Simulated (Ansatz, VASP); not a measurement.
**One calculation of V, two programs**

```xyz
2
Lattice="2.4741 0.0000 0.0000 -1.2370 2.1426 0.0000 0.0000 0.0000 4.7233" Properties=species:S:1:pos:R:3 pbc="T T T"
V     1.2370    0.7142    3.5425
V     0.0000    1.4284    1.1808
```

Change from the starting cell: strain -0.050 along x and y, +0.000 along z, atoms carried along.

Alike in both runs: task single point; functional PBE; k mesh 21 × 21 × 10; occupations gaussian, width 0.15 eV; no spin polarisation.

|  | VASP | Ansatz |
| --- | --- | --- |
| version | VASP 6.6.1 | Ansatz 0.2.0 |
| potentials or method | VASP PAW PBE potentials, release 64 (V_sv) | scalar-relativistic, plane waves, PAW |
| plane-wave cutoff (eV) | 520 | 420 |
| valence electrons in the cell | 26 | 26 |

|  | VASP | Ansatz | Ansatz less VASP |
| --- | --- | --- | --- |
| gap on the k mesh at the Fermi level (eV) | none | none | - |
| pressure (GPa) | 21.6 | 21.3 | -0.34 |
| largest component of the traceless stress (GPa) | 10.64 | 10.55 | -0.093 |

A gap of «none» marks a metal or a gap that the smearing closes.

Caveats: so large a pressure means that the cell lies far from this level's equilibrium, or that cutoff or potentials fall short (VASP).
